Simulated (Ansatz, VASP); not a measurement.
**One calculation of AgCl, two programs**

Contents of INCAR:

```
SYSTEM = AgCl
PREC     = Accurate       ! precision mode
ENCUT    = 520            ! plane-wave cutoff, eV
EDIFF    = 1E-7           ! SCF threshold, eV
ISMEAR   = 0              ! smearing method
SIGMA    = 0.03           ! smearing width, eV
LREAL    = .False.        ! projectors in reciprocal space
LASPH    = .True.         ! aspherical terms in the spheres
NELM     = 60             ! most SCF steps
ALGO     = Normal         ! electronic algorithm
ISIF     = 2              ! what is computed and relaxed
LWAVE    = .False.        ! write WAVECAR
LCHARG   = .False.        ! write CHGCAR
GGA      = CA             ! functional
NBANDS   = 16             ! bands
```

Contents of KPOINTS:

```
regular mesh
0
Gamma
  10 10 10
  0 0 0
```

The input POSCAR:

```
AgCl
1.0
    3.4339730000      0.0000000000      0.0000000000
    0.0000000000      3.4339730000      0.0000000000
    0.0000000000      0.0000000000      3.4339730000
Ag Cl
1 1
Direct
    0.0000000000      0.0000000000      0.0000000000
    0.3252752715      0.5000000000      0.3252752715
```

Input for Ansatz:

```yaml
crystal:
  lattice:
    - [3.433973, 0.0, 0.0]
    - [0.0, 3.433973, 0.0]
    - [0.0, 0.0, 3.433973]
  atoms:
    - { symbol: Ag, position: [0.0, 0.0, 0.0] }
    - { symbol: Cl, position: [0.3252752715, 0.5, 0.3252752715] }
basis:
  ecutwfc: 420
kpoints:
  mp_grid: { grid: [10, 10, 10] }
hamiltonian:
  xc: lda
scf:
  occupations: { method: gaussian, width: 0.03 }
output:
  forces: true
  stress: true
  eigenvalues: true
```

Alike in both runs: task single point; functional LDA; k mesh 10 × 10 × 10; occupations gaussian, width 0.03 eV; no spin polarisation.

|  | VASP | Ansatz |
| --- | --- | --- |
| version | VASP 6.6.1 | Ansatz 0.2.0 |
| potentials or method | VASP PAW LDA potentials, release 64 (Ag, Cl) | scalar-relativistic, plane waves, PAW |
| plane-wave cutoff (eV) | 520 | 420 |
| valence electrons in the cell | 18 | 26 |

VASP gave:

* gap on the k mesh at the Fermi level (eV): 0.31
* least direct gap on the mesh (eV): 1.26
* pressure (GPa): 5.2
* largest component of the traceless stress (GPa): 6.99
* rms of the force components (eV/Å): 0.862

Problem. Estimate Ansatz's values.

Solution. gap on the k mesh at the Fermi level (eV): 0.30; least direct gap on the mesh (eV): 1.25; pressure (GPa): 5.2; largest component of the traceless stress (GPa): 6.97; rms of the force components (eV/Å): 0.856.

Atom by atom the forces differ by 0.006 eV/Å (rms over components). The two sets of potentials don't hold the same shells in valence.

Caveats: forces of over 1 eV/Å show positions far from the minimum, so gaps and moduli don't describe the material at rest. A k mesh can miss the band edges.
